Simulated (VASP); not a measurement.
# CaO (P-6m2) in VASP: notebook, part 2 of 2

VASP 6.6.1. The steps go on from the part before.

## Step 3: Relaxation of cell and atoms, PBE

This run uses another cell than the first one, of 13.29 Å³/atom, 0.940 times its volume.

INCAR

```
SYSTEM = CaO
  ALGO = Normal
  EDIFF = 1E-6
  EDIFFG = -0.04
  ENCUT = 600
  GGA = PE
  IBRION = 2
  ISIF = 3
  ISMEAR = 0
  LASPH = .TRUE.
  LCHARG = .FALSE.
  LREAL = .FALSE.
  LWAVE = .FALSE.
  NELM = 60
  NSW = 90
  PREC = Accurate
  SIGMA = 0.1
```

KPOINTS

```
k-points
0
G
  6 6 6
  0 0 0
```

POSCAR

```
CaO
1.0
    3.1682961900      0.0000000000      0.0000000000
   -1.5841481000      2.7438249900      0.0000000000
    0.0000000000      0.0000000000      3.0582002400
Ca O
1 1
Direct
    0.6666666700      0.3333333300      0.0000000000
    0.3333333300      0.6666666700      0.5000000000
```

Potentials or basis: VASP PAW PBE potentials, release 64 (Ca_sv, O).

Launch:

```bash
> cat potpaw_PBE.64/Ca_sv/POTCAR potpaw_PBE.64/O/POTCAR > POTCAR
> mpirun -np 1 vasp_std > vasp.out
```

OUTCAR:

```text
SYSTEM = CaO
   EDIFF = 1E-6
   EDIFFG = -0.04
   ENCUT = 600
   GGA = PE
   IBRION = 2
   ISIF = 3
   ISMEAR = 0
   LASPH = .TRUE.
   LREAL = .FALSE.
   NELM = 60
   NSW = 90
   PREC = Accurate

 ion  position               nearest neighbor table
   1  0.667  0.333  0.000-   2 2.38   2 2.38   2 2.38   2 2.38   2 2.38   2 2.38
   2  0.333  0.667  0.500-   1 2.38   1 2.38   1 2.38   1 2.38   1 2.38   1 2.38

  LATTYP: Found a hexagonal cell.
 ALAT       =     3.1682961900
 C/A-ratio  =     0.9652507394

  Lattice vectors:

 A1 = (   3.1682961900,   0.0000000000,   0.0000000000)
 A2 = (  -1.5841481000,   2.7438249900,   0.0000000000)
 A3 = (   0.0000000000,   0.0000000000,   3.0582002400)

Analysis of symmetry for initial positions (statically):
=====================================================================
 Subroutine PRICEL returns:
 Original cell was already a primitive cell.

 Routine SETGRP: Setting up the symmetry group for a
 hexagonal supercell.

 Subroutine GETGRP returns: Found 12 space group operations
 (whereof 12 operations were pure point group operations)
 out of a pool of 24 trial point group operations.

The static configuration has the point symmetry D_3h.

Analysis of symmetry for dynamics (positions and initial velocities):
=====================================================================
 Subroutine PRICEL returns:
 Original cell was already a primitive cell.

 Routine SETGRP: Setting up the symmetry group for a
 hexagonal supercell.

 Subroutine GETGRP returns: Found 12 space group operations
 (whereof 12 operations were pure point group operations)
 out of a pool of 24 trial point group operations.

The dynamic configuration has the point symmetry D_3h.

 Subroutine INISYM returns: Found 12 space group operations
 (whereof 12 operations are pure point group operations),
 and found     1 'primitive' translations

----------------------------------------------------------------------------------------

                                     Primitive cell

  volume of cell :      26.5857

  direct lattice vectors                    reciprocal lattice vectors
     3.168296190  0.000000000  0.000000000     0.315627056  0.182227366  0.000000000
    -1.584148100  2.743824990  0.000000000     0.000000000  0.364454731  0.000000000
     0.000000000  0.000000000  3.058200240     0.000000000  0.000000000  0.326989707

  length of vectors
     3.168296190  3.168296195  3.058200240     0.364454732  0.364454731  0.326989707

  position of ions in fractional coordinates (direct lattice)
     0.666666670  0.333333330  0.000000000
     0.333333330  0.666666670  0.500000000

  ion indices of the primitive-cell ions
   primitive index   ion index
                 1           1
                 2           2

----------------------------------------------------------------------------------------

 KPOINTS: k-points

Automatic generation of k-mesh.
 Grid dimensions read from file:
 generate k-points for:    6    6    6

 Generating k-lattice:

[... 53 lines left out ...]
   ISTART =      0    job   : 0-new  1-cont  2-samecut
   ICHARG =      2    charge: 1-file 2-atom 10-const
   ISPIN  =      1    spin polarized calculation?
   LNONCOLLINEAR =      F non collinear calculations
   LSORBIT =      F    spin-orbit coupling
   LASPH  =      T    aspherical Exc in radial PAW
   ENCUT  =  600.0 eV  44.10 Ry    6.64 a.u.   6.33  6.33  6.11*2*pi/ulx,y,z
   NELM   =     60;   NELMIN=  2; NELMDL= -5     # of ELM steps
   EDIFF  = 0.1E-05   stopping-criterion for ELM
   LREAL  =      F    real-space projection
   EDIFFG = -.4E-01   stopping-criterion for IOM
   NSW    =     90    number of steps for IOM
   IBRION =      2    ionic relax: 0-MD 1-quasi-New 2-CG
   NFREE  =      1    steps in history (QN), initial steepest desc. (CG)
   ISIF   =      3    stress and relaxation
   ISYM   =      2    0-nonsym 1-usesym 2-fastsym
   POTIM  = 0.5000    time-step for ionic-motion
   TEBEG  =    0.0;   TEEND  =   0.0 temperature during run
   PSTRESS=    0.0 pullay stress
   NELECT =      16.0000    total number of electrons
   NUPDOWN=      -1.0000    fix difference up-down
   EMIN   =  10.00;   EMAX   =-10.00  energy-range for DOS
   EFERMI =   0.00;   METHOD = LEGACY
   ISMEAR =     0;   SIGMA  =   0.10  broadening in eV -4-tet -1-fermi 0-gaus
   EFERMI_NEDOS =   21; number of points for ismear=-14 and -15
   IALGO  =     38    algorithm
   IMIX   =      4    mixing-type and parameters
     AMIX     =   0.40;   BMIX     =  1.00
     AMIX_MAG =   1.60;   BMIX_MAG =  1.00
  volume/ion in A,a.u.               =      13.29        89.70
  Fermi-wavevector in a.u.,A,eV,Ry     =   1.382183  2.611947 25.992965  1.910429
  Thomas-Fermi vector in A             =   2.506898
   LORBIT       =      0    0 simple, 1 ext, 2 COOP (PROOUT), +10 PAW based schemes
   GGA     = PE    functional components
   LHFCALC =     F    Hartree Fock is set to
   AEXX    =    0.0000 exact exchange contribution
   IVDW    =     0    specifies the selected vdW correction
   LEPSILON=     F    determine dielectric tensor
   LRPA    =     F    only Hartree local field effects (RPA)
 conjugate gradient relaxation of ions
 non-spin polarized calculation
 Gauss-broadening in eV      SIGMA  =   0.10
  energy-cutoff  :      600.00
  volume of cell :       26.59
 maximum number of plane-waves:       912
 NGX is ok and might be reduce to    28
   NGX = 13   NGY = 13   NGZ = 13

--------------------------------------- Ionic step        1  -------------------------------------------

 number of electron      16.0000005 magnetization

 Free energy of the ion-electron system (eV)
  ---------------------------------------------------
  ext. energy  EPLUGINS =         0.00000000
  ---------------------------------------------------
  free energy    TOTEN  =       -12.20931886 eV

  energy without entropy =      -12.20931886  energy(sigma->0) =      -12.20931886

------------------------ aborting loop because EDIFF is reached ----------------------------------------

  FORCE on cell =-STRESS in cart. coord.  units (eV):
  Direction    XX          YY          ZZ          XY          YZ          ZX
  --------------------------------------------------------------------------------------
  -------------------------------------------------------------------------------------
  Total        2.0744747      2.0744747     -0.9099221     -0.0000000     -0.0000000      0.0000000
  in kB      125.0174446    125.0174449    -54.8361174     -0.0000002     -0.0000000      0.0000000
  external PRESSURE =      65.0662574 kB  Pullay stress =       0.0000000 kB
[... 59 lines left out ...]
--------------------------------------- Ionic step        3  -------------------------------------------

 number of electron      15.9999997 magnetization

 Free energy of the ion-electron system (eV)
  ---------------------------------------------------
  ext. energy  EPLUGINS =         0.00000000
  ---------------------------------------------------
  free energy    TOTEN  =       -12.30459345 eV

  energy without entropy =      -12.30459345  energy(sigma->0) =      -12.30459345

 E-fermi :   3.1327     XC(G=0): -10.3398

 val. band max:        2.6774993544   @ k =   0.0000   0.0000   0.0000
 cond. band min:       5.9880256877   @ k =   0.0000   0.0000   0.0000
 fundamental gap:      3.3105263333
 Fermi energy:         3.1326589216

 k-point     1 :       0.0000    0.0000    0.0000
  band No.  band energies     occupation
      1     -35.7627      2.00000
      2     -16.5322      2.00000
      3     -16.5322      2.00000
      4     -16.3522      2.00000
      5     -13.1300      2.00000
      6       1.8695      2.00000
      7       1.8695      2.00000
      8       2.6775      2.00000
      9       5.9880      0.00000
     10       7.0699      0.00000
     11      10.0500      0.00000
     12      10.0500      0.00000
[... 331 lines left out ...]
 k-point    24 :       0.3333   -0.0000    0.5000
  band No.  band energies     occupation
      1     -35.5792      2.00000
      2     -17.2939      2.00000
      3     -16.8647      2.00000
      4     -16.5240      2.00000
      5     -12.4068      2.00000
      6       0.4254      2.00000
      7       1.2218      2.00000
      8       1.5718      2.00000
      9       7.5689      0.00000
     10       9.0904      0.00000
     11      10.6687      0.00000
     12      11.0631      0.00000

 [... further k-points ...]

------------------------ aborting loop because EDIFF is reached ----------------------------------------

  FORCE on cell =-STRESS in cart. coord.  units (eV):
  Direction    XX          YY          ZZ          XY          YZ          ZX
  --------------------------------------------------------------------------------------
  -------------------------------------------------------------------------------------
  Total        0.0191975      0.0191975      0.0592168     -0.0000000     -0.0000000     -0.0000000
  in kB        1.0840375      1.0840375      3.3438392     -0.0000000     -0.0000000     -0.0000000
  external PRESSURE =       1.8373047 kB  Pullay stress =       0.0000000 kB
[... 17 lines left out ...]
  FREE ENERGIE OF THE ION-ELECTRON SYSTEM (eV)
  ---------------------------------------------------
  free  energy   TOTEN  =       -12.3045934493 eV

  energy  without entropy=      -12.3045934493  energy(sigma->0) =      -12.30459345

 reached required accuracy - stopping structural energy minimisation
```

OSZICAR:

```text
N       E                     dE             d eps       ncg     rms          rms(c)
DAV:   1     0.147907404038E+03    0.14791E+03   -0.96647E+03   672   0.152E+03
[... 25 lines left out ...]
DAV:   2    -0.123079277657E+02    0.12267E-01   -0.41223E-02   772   0.204E+00    0.385E-01
DAV:   3    -0.123049516792E+02    0.29761E-02   -0.53630E-03  1084   0.971E-01    0.161E-01
DAV:   4    -0.123045213856E+02    0.43029E-03   -0.22873E-03  1008   0.439E-01    0.576E-02
DAV:   5    -0.123045882267E+02   -0.66841E-04   -0.21276E-04   868   0.194E-01    0.194E-02
DAV:   6    -0.123045924094E+02   -0.41828E-05   -0.67141E-05  1108   0.713E-02    0.918E-03
DAV:   7    -0.123045935912E+02   -0.11817E-05   -0.17283E-06   708   0.180E-02    0.117E-03
DAV:   8    -0.123045934493E+02    0.14188E-06   -0.15839E-07   392   0.452E-03
   3 F= -.12304593E+02 E0= -.12304593E+02  d E =-.952746E-01
```

CONTCAR:

```text
CaO
   1.00000000000000
     3.3043481320416381   -0.0000000002479238    0.0000000000000000
    -1.6521740714502358    2.8616494285200527   -0.0000000000000000
     0.0000000000000000   -0.0000000000000000    3.0005977883018553
  Ca              O
     1     1
Direct
     0.6666666699999979    0.3333333300000021    0.0000000000000000
     0.3333333300000021    0.6666666699999979    0.5000000000000000

  0.00000000E+00  0.00000000E+00  0.00000000E+00
  0.00000000E+00  0.00000000E+00  0.00000000E+00
```

Wall time 12 s (1 thread of Intel Xeon 6975P-C (Granite Rapids), shared host); peak memory 0.16 GiB.

What came out:

* Free energy: -12.3046 eV
* Relaxed volume: 14.19 Å³/atom
* Relaxed cell: a = 3.304 Å, b = 3.304 Å, c = 3.001 Å, α = 90.00°, β = 90.00°, γ = 120.00°
* Space group after relaxing (to 0.05 Å): P-6m2 (No. 187)
* Energy gained by relaxing: 47.6 meV/atom
* Ionic steps: 3
* Pressure after relaxing: 0.2 GPa
* Band gap on the k mesh: 3.31 eV, direct

Step by step:
```csv
step,energy change (eV),largest force (eV/Å),pressure (GPa),volume (Å³)
1,0.0000,0.0000,6.51,26.59
2,-0.0929,0.0000,-0.65,28.67
3,-0.0953,0.0000,0.18,28.37
```

Final structure:
```cif
data_structure
_symmetry_space_group_name_H-M 'P 1'
_symmetry_Int_Tables_number 1
_cell_length_a 3.3043
_cell_length_b 3.3043
_cell_length_c 3.0006
_cell_angle_alpha 90.000
_cell_angle_beta 90.000
_cell_angle_gamma 120.000
_cell_volume 28.37
loop_
_atom_site_label
_atom_site_type_symbol
_atom_site_fract_x
_atom_site_fract_y
_atom_site_fract_z
_atom_site_occupancy
Ca1 Ca 0.66667 0.33333 0.00000 1
O1 O 0.33333 0.66667 0.50000 1
```

A k mesh can miss the band edges. Expect the measured gap to be larger: semilocal functionals such as PBE lack the derivative discontinuity.
